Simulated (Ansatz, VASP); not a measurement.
Two plane-wave programs on As

```xyz
1
Lattice="0.0000 2.1305 2.1305 2.1305 0.0000 2.1305 2.1305 2.1305 0.0000" Properties=species:S:1:pos:R:3 pbc="T T T"
As    0.0000    0.0000    0.0000
```

Alike in both runs: functional PBE; k mesh 17 × 17 × 17; occupations fermi-dirac, width 0.05 eV; no spin polarisation.

Ansatz relaxed the structure, and its values are those at the end. VASP's run is a single point on that final structure, the one shown.

```csv
,VASP,Ansatz
version,VASP 6.6.1,Ansatz 0.2.0
potentials or method,"VASP PAW PBE potentials, release 64 (As)","PAW with Ansatz's default frozen-core files, scalar-relativistic"
plane-wave cutoff (eV),520,420
valence electrons in the cell,5,15
```

```tsv
	VASP	Ansatz	Ansatz less VASP
pressure (GPa)	0.0	0.0	-0.05
```

The functional is the same, so the differences come from potentials, cutoffs and numerics. The two sets of potentials don't hold the same shells in valence.
